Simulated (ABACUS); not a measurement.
The system is Pt.

```
CELL_PARAMETERS angstrom
0.00000 1.96090 1.96090
1.96090 0.00000 1.96090
1.96090 1.96090 0.00000
ATOMIC_POSITIONS crystal
Pt 0.00000 0.00000 0.00000
```

```yaml
Program: ABACUS 3.10.1
Task: relaxation of cell and atoms
Functional: BLYP
Potentials_or_basis: SG15 ONCV 1.2 PBE
Cutoff: 1361 eV
Density_cutoff: 5442 eV
Basis: DZP LCAO (the cutoffs set its grid)
k_mesh: 11 × 11 × 11
Occupations: fermi-dirac, width 0.05 eV
Spin: no spin polarisation
```

At the start: pressure 27.8 GPa; volume 15.08 Å³/atom.

**Question.** How do energy, volume and symmetry change on relaxing?

**Answer.** Over 6 steps the energy falls by 132.2 meV/atom and the volume is 16.79 Å³/atom (+11.4 %); space group Fm-3m (No. 225, to 0.05 Å).

Step by step:
| step | energy change (eV) | largest force (eV/Å) | pressure (GPa) | volume (Å³) |
| --- | --- | --- | --- | --- |
| 1 | 0.0000 | 0.0000 | 27.80 | 15.08 |
| 2 | 0.3648 | 0.0000 | -23.76 | 21.81 |
| 3 | -0.1308 | 0.0000 | -2.23 | 17.00 |
| 4 | -0.1308 | 0.0000 | -2.23 | 17.00 |
| 5 | -0.1287 | 0.0000 | 3.76 | 16.48 |
| 6 | -0.1322 | 0.0000 | -0.02 | 16.79 |

Final structure:
```
CELL_PARAMETERS angstrom
0.00000 2.03252 2.03252
2.03252 0.00000 2.03252
2.03252 2.03252 0.00000
ATOMIC_POSITIONS crystal
Pt 0.00000 0.00000 0.00000
```

Caveat: the atomic orbitals were generated for these runs and aren't a published set; the potentials were made for another functional, which shifts forces and pressure; the volume moved by +11 % from the deposited cell, more than functionals usually miss; the basis of atomic orbitals isn't converged, which shifts pressures, moduli and gaps.
